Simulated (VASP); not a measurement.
# Sn: single point with PBE

The system is Sn.

```
Sn
1.0
    -2.02919    2.02919    1.66076
     2.02919   -2.02919    1.66076
     2.02919    2.02919   -1.66076
Sn
1
Direct
  0.00000 0.00000 0.00000
```

This isn't the form of Sn at room conditions, which is tetragonal (white tin).

* Program: VASP 6.6.1
* Task: single point
* Functional: PBE
* Potentials or basis: VASP PAW PBE potentials, release 64 (Sn_d)
* Cutoff: 520 eV
* k mesh: 16 × 16 × 16
* Occupations: fermi-dirac, width 0.05 eV
* Spin: no spin polarisation

| Quantity | Value |
| --- | --- |
| Pressure | 1.0 GPa |
| Band gap on the k mesh | none (metal or under the smearing width) |

Stress tensor (GPa, compression positive):
```
0.72 0.00 0.00
0.00 0.72 0.00
0.00 0.00 1.58
```

Levels at points of the mesh, in eV from the Fermi level:
| k point | band 5 | band 6 | band 7 | band 8 | band 9 | band 10 |
| --- | --- | --- | --- | --- | --- | --- |
| (0.00, 0.00, 0.00) | -21.39 | -11.06 | 6.75 | 6.75 | 9.32 | 10.24 |
| (0.50, 0.00, 0.00) | -21.34 | -5.78 | -4.17 | 3.06 | 4.32 | 7.17 |
| (0.50, 0.50, 0.00) | -21.35 | -7.29 | -4.69 | 5.77 | 7.73 | 10.36 |
| (0.50, 0.50, 0.50) | -21.33 | -3.41 | -1.58 | -1.58 | 2.51 | 3.04 |

It took 3.1 min on 1 thread of Intel(R) Xeon(R) Platinum 8375C CPU @ 2.90GHz (Ice Lake), on a shared host, peak memory 0.24 GiB.
